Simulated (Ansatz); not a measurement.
# Deforming S

```yaml
crystal:
  lattice:
    - [0.00000, 1.99396, 1.99396]
    - [1.99396, 0.00000, 1.99396]
    - [1.99396, 1.99396, 0.00000]
  atoms:
    - { symbol: S, position: [0.00000, 0.00000, 0.00000] }
```

The cell was built from the fcc type and relaxed in the same program, and has space group Fm-3m; it needn't be a known or the stable phase.

Level of theory: DFT, PBE, all-electron LAPW, scalar-relativistic in Ansatz 0.2.0.

The runs use a Γ-centred 16×16×16 k mesh, Fermi–Dirac smearing of 0.03 eV, basis error target 1 meV/atom, no spin polarisation.

The unchanged cell is at 0.07 GPa.

In a metal, stresses and small energies carry noise from the k mesh.

x, y and z are the Cartesian axes of the cell as listed; fractional coordinates follow a strain, and an engineering shear is twice the off-diagonal strain component.

Task: With this change (z strained by -3 % at fixed volume), what becomes of the energy and stress?

Result: Energy change -3 meV/atom; stress change (xx, yy, zz, yz, xz, xy) 1.00, 1.00, -1.93, 0.00, 0.00, 0.00 GPa, compression positive.

Task: With this change (z strained by +4 % at fixed volume), what becomes of the energy and stress?

Result: Energy change -7 meV/atom; stress change (xx, yy, zz, yz, xz, xy) -1.43, -1.43, 2.86, 0.00, 0.00, 0.00 GPa, compression positive.
